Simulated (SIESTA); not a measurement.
**Sn under changes of volume**

One of the cells (33.803 Å³/atom); the others are scaled copies at fixed shape and fractional positions:

```
Sn
1.0
     0.00000    3.23334    3.23334
     3.23334    0.00000    3.23334
     3.23334    3.23334    0.00000
Sn
2
Direct
  0.75000 0.75000 0.75000
  0.50000 0.50000 0.50000
```

This isn't the form of Sn at room conditions, which is tetragonal (white tin).

| Quantity | Value |
| --- | --- |
| Program | SIESTA 5.4.2 |
| Functional | PBE |
| Potentials or basis | PseudoDojo 0.4 standard (PBE files) |
| Basis | TZDP (energy shift 0.01 Ry) |
| Grid cutoff | 500 Ry |
| Energy shift | 0.01 Ry |
| k mesh | 7 × 7 × 7 |
| Occupations | fermi-dirac, width 0.05 eV |
| Spin | no spin polarisation |

```csv
volume (Å³/atom),energy over the lowest point (meV/atom),pressure (GPa)
31.775,93.25,7.8
32.451,64.14,6.1
33.127,41.31,4.7
33.803,25.28,3.5
34.479,?,?
35.155,4.65,1.5
35.831,0.00,0.8
```

**Question.** What does the run at 34.479 Å³/atom give?

**Answer.** Energy over the lowest point 12.96 meV/atom; pressure 2.4 GPa.

Worked out: A Birch-Murnaghan fit of order 3 (a polynomial in V^(-2/3)) to the other rows has no minimum within the range. It gives 12.94 meV/atom at 34.479 Å³/atom, against the run's 12.96, and -dE/dV = 2.4 GPa, against 2.4.

Energies are extrapolated to zero smearing.

Caveats: semicore shells carry a single zeta, which can move pressures by several GPa and volumes by a few percent; the basis of atomic orbitals isn't converged, which shifts pressures, moduli and gaps.
